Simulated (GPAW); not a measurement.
## Zr in GPAW: the effect of strain uniaxial z

Zr:

```
Zr
1.0
     3.23200    0.00000    0.00000
    -1.61600    2.79899    0.00000
     0.00000    0.00000    4.94112
Zr
2
Direct
  0.66667 0.33333 0.75000
  0.33333 0.66667 0.25000
```

Alike in all runs:

* Program: GPAW 26.7.0
* Task: single point
* Functional: PBEsol
* Potentials or basis: PAW data sets generated in the run's folder for this functional
* Cutoff: 600 eV
* Basis: pw
* k mesh: 9 × 9 × 5
* Occupations: fermi-dirac, width 0.05 eV
* Spin: no spin polarisation
* Maxiter: 150

| strain uniaxial z | pressure (GPa) |
| --- | --- |
| -0.04 | 0.6 |
| -0.02 | -1.6 |
| -0.01 | ? |
| 0 | -3.6 |
| 0.01 | -4.5 |
| 0.02 | -5.4 |
| 0.04 | -7.0 |

Q: What does the run with strain uniaxial z -0.01 give?

A: Pressure -2.6 GPa.

Worked out: A parabola through the other rows of the pressure, of slope -99.8 GPa per unit of strain uniaxial z there, gives -2.6 GPa, against the run's -2.6.

Caveats: the density grid can change from cell to cell, which puts small steps into energies and stress.
